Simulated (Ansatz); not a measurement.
# How Au stores the work of compression

These are results of Ansatz 0.2.0, DFT PBEsol, scalar-relativistic, plane waves, PAW, not measurements. Run with 420 eV cutoff, 18×18×18 k-mesh, Gaussian smearing of 0.10 eV, no spin polarisation.

Reference structure (relaxed):

```xyz
1
Lattice="0.0000 2.0419 2.0419 2.0419 0.0000 2.0419 2.0419 2.0419 0.0000" Properties=species:S:1:pos:R:3 pbc="T T T"
Au    0.0000    0.0000    0.0000
```

Cell and atoms were relaxed at each target pressure within the start's symmetry (Fm-3m), at zero temperature; other phases can be more stable under pressure. H = E + PV with P the target; E is the free energy at the smearing used, whose derivative the pressure is, per atom and counted from zero pressure.

Spin–orbit coupling is left out, which can shift energies with elements as heavy as these.

```tsv
P (GPa)	V (Å³/atom)	E − E0 (meV)	H − H0 (meV)
0	17.026	0.0	0.0
3	16.749	2.5	316.2
8	16.346	16.2	832.4
15	15.873	49.9	1535.9
30	15.080	159.2	2982.9
60	13.983	459.7	5696.3
```

Question: Thermodynamics gives dH/dP = V along a relaxed path. Integrate V over P by the trapezoid rule and compare with the computed enthalpies.

Answer: With 1 eV/Å³ = 160.22 GPa, each step adds the mean volume times ΔP / 160.22:
| P (GPa) | ∫V dP (meV) | H − H0 (meV) | difference (meV) |
| --- | --- | --- | --- |
| 3 | 316.2 | 316.2 | 0.1 |
| 8 | 832.6 | 832.4 | 0.2 |
| 15 | 1536.5 | 1535.9 | 0.6 |
| 30 | 2985.4 | 2982.9 | 2.5 |
| 60 | 5706.4 | 5696.3 | 10.1 |

V(P) curves upward, so the trapezoid rule runs high; integrating a smooth curve through the same points puts that excess at about 9.7 meV at 60 GPa, against the 10.1 meV found.

Question: At 60 GPa, how much of the enthalpy change is stored energy and how much is the PV term?

Answer: E rises by 460 meV/atom and PV is 60 × 13.983 / 160.22 = 5237 meV/atom, so PV makes 92 % of ΔH. So between rival structures at high pressure a small difference in volume can outweigh the difference in energy: 1 % of this volume is worth 52.4 meV/atom at this pressure.

Question: What bulk modulus do the lowest pressures give?

Answer: From the pressures that the runs reached, -3.07 GPa (17.343 Å³) and 3.00 GPa (16.749 Å³), B = −ΔP/Δln V = 6.07 / 0.0349 = 174 GPa, a mean over that range.